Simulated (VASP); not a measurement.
# Al (Im-3m) in VASP: settings compared, part 2 of 2

VASP 6.6.1.

## Step 4: Relaxation of cell and atoms, PBEsol

Input file INCAR:

```
  PREC = Accurate
  ENCUT = 300
  EDIFF = 1E-7
  ISMEAR = 0
  SIGMA = 0.1
  LREAL = False
  LASPH = True
  NELM = 60
  ALGO = Normal
  ISIF = 3
  LWAVE = False
  LCHARG = False
  GGA = PS
  IBRION = 2
  NSW = 90
  EDIFFG = -0.005
```

Input file KPOINTS:

```
Automatic mesh
0
Gamma
  18 18 18
```

Input file POSCAR:

```
Al
1.0
   -1.6070005800      1.6070005800      1.6070005800
    1.6070005800     -1.6070005800      1.6070005800
    1.6070005800      1.6070005800     -1.6070005800
Al
1
Direct
    0.0000000000      0.0000000000      0.0000000000
```

Potentials or basis: VASP PAW PBE potentials, release 64 (Al).

On the command line:

```sh
$ cat potpaw_PBE.64/Al/POTCAR > POTCAR
$ mpirun -np 1 vasp_std > vasp.out
```

OUTCAR:

```text
PREC = Accurate
   ENCUT = 300
   EDIFF = 1E-7
   ISMEAR = 0
   LREAL = False
   LASPH = True
   NELM = 60
   ISIF = 3
   GGA = PS
   IBRION = 2
   NSW = 90
   EDIFFG = -0.005

 ion  position               nearest neighbor table
   1  0.000  0.000  0.000-

  LATTYP: Found a body centered cubic cell.
 ALAT       =     3.2140011600

  Lattice vectors:

 A1 = (  -1.6070005800,   1.6070005800,   1.6070005800)
 A2 = (   1.6070005800,  -1.6070005800,   1.6070005800)
 A3 = (   1.6070005800,   1.6070005800,  -1.6070005800)

Analysis of symmetry for initial positions (statically):
=====================================================================
 Subroutine PRICEL returns:
 Original cell was already a primitive cell.

 Routine SETGRP: Setting up the symmetry group for a
 body centered cubic supercell.

 Subroutine GETGRP returns: Found 48 space group operations
 (whereof 48 operations were pure point group operations)
 out of a pool of 48 trial point group operations.

The static configuration has the point symmetry O_h .

Analysis of symmetry for dynamics (positions and initial velocities):
[... 156 lines left out ...]

  energy without entropy =       -3.99100942  energy(sigma->0) =       -3.99185674

 E-fermi :   7.9011     XC(G=0): -10.2384

 val. band max:        7.8576724841   @ k =  -0.3889  -0.4444   0.2222
 cond. band min:       7.9041865945   @ k =   0.2778   0.1667   0.0556
 fundamental gap:      0.0465141104
 Fermi energy:         7.9011126308

 k-point     1 :       0.0000    0.0000    0.0000
  band No.  band energies     occupation
      1      -3.1953      2.00000
      2      21.1288      0.00000
      3      21.1288      0.00000
      4      21.1288      0.00000
      5      22.4813      0.00000
[... 177 lines left out ...]
 k-point    24 :       0.3889    0.1111    0.0000
  band No.  band energies     occupation
      1       2.6094      2.00000
      2       5.6839      2.00000
      3      13.0054      0.00000
      4      15.8822      0.00000
      5      19.3211      0.00000

 [... further k-points ...]

------------------------ aborting loop because EDIFF is reached ----------------------------------------

  FORCE on cell =-STRESS in cart. coord.  units (eV):
  Direction    XX          YY          ZZ          XY          YZ          ZX
  --------------------------------------------------------------------------------------
  -------------------------------------------------------------------------------------
  Total       -0.0032096     -0.0032096     -0.0032096     -0.0000000     -0.0000000     -0.0000000
  in kB       -0.3097822     -0.3097822     -0.3097822     -0.0000000     -0.0000000     -0.0000000
  external PRESSURE =      -0.3097822 kB  Pullay stress =       0.0000000 kB

 VOLUME and BASIS-vectors are now :
 -----------------------------------------------------------------------------
  energy-cutoff  :      300.00
  volume of cell :       16.60
      direct lattice vectors                 reciprocal lattice vectors
    -1.607000580  1.607000580  1.607000580     0.000000000  0.311138656  0.311138656
     1.607000580 -1.607000580  1.607000580     0.311138656  0.000000000  0.311138656
     1.607000580  1.607000580 -1.607000580     0.311138656  0.311138656  0.000000000

 POSITION                                       TOTAL-FORCE (eV/Angst)
 -----------------------------------------------------------------------------------
      0.00000      0.00000      0.00000        -0.000000      0.000000     -0.000000
 -----------------------------------------------------------------------------------
    total drift:                                0.000000     -0.000000     -0.000000

  FREE ENERGIE OF THE ION-ELECTRON SYSTEM (eV)
  ---------------------------------------------------
  free  energy   TOTEN  =        -3.9927040460 eV

  energy  without entropy=       -3.9910094242  energy(sigma->0) =       -3.99185674

 reached required accuracy - stopping structural energy minimisation
```

OSZICAR:

```text
N       E                     dE             d eps       ncg     rms          rms(c)
DAV:   1    -0.305258852905E+01   -0.30526E+01   -0.61735E+02  2425   0.187E+02
DAV:   2    -0.401670095491E+01   -0.96411E+00   -0.86234E+00  2655   0.208E+01
DAV:   3    -0.402184124937E+01   -0.51403E-02   -0.51365E-02  2650   0.163E+00
DAV:   4    -0.402184981601E+01   -0.85666E-05   -0.85679E-05  2975   0.573E-02
DAV:   5    -0.402184982981E+01   -0.13802E-07   -0.12443E-07  2685   0.141E-03    0.140E+00
DAV:   6    -0.400429224888E+01    0.17558E-01   -0.26518E-03  2545   0.315E-01    0.789E-01
DAV:   7    -0.399272264407E+01    0.11570E-01   -0.71013E-03  2470   0.498E-01    0.169E-01
DAV:   8    -0.399270502249E+01    0.17622E-04   -0.39101E-05  2970   0.576E-02    0.144E-02
DAV:   9    -0.399270430362E+01    0.71887E-06   -0.33253E-07  2680   0.378E-03    0.892E-04
DAV:  10    -0.399270404082E+01    0.26280E-06   -0.56032E-09  2285   0.648E-04    0.487E-04
DAV:  11    -0.399270404602E+01   -0.51958E-08   -0.23384E-10  1630   0.107E-04
   1 F= -.39927040E+01 E0= -.39918567E+01  d E =-.399270E+01
```

Wall time 1.9 s (1 thread of Intel Xeon 6975P-C (Granite Rapids), shared host); peak memory 0.11 GiB.

Results:

- Free energy: -3.9927 eV
- Pressure after relaxing: 0.0 GPa
- Band gap on the k mesh: none (metal or under the smearing width)

Final structure:
```xyz
1
Lattice="-1.6070 1.6070 1.6070 1.6070 -1.6070 1.6070 1.6070 1.6070 -1.6070" Properties=species:S:1:pos:R:3 pbc="T T T"
Al    0.0000    0.0000    0.0000
```

Caveat: the relaxation stopped at its first step, so nothing moved; the PAW data sets were made with another functional, which shifts forces and pressure a little.

## Step 5: The runs side by side

```csv
level,cutoff (eV),gap on the mesh (eV),pressure (GPa),relaxed volume (Å³/atom)
PBE,600,none,0.0,16.93
PBE+D3(BJ),600,none,0.0,16.17
PBEsol,300,none,0.0,-
```

Alike in all rows: task relaxation of cell and atoms; potentials or basis VASP PAW PBE potentials, release 64 (Al); no spin polarisation; cell relaxed; k mesh 18 × 18 × 18; smearing gaussian 0.1 eV.

Caveats: pairwise dispersion overbinds metals, which lowers pressure and volume (some runs); the relaxation stopped at its first step, so nothing moved (some runs); the PAW data sets were made with another functional, which shifts forces and pressure a little (some runs).

Absolute energies hang on the potentials; compare differences alone.
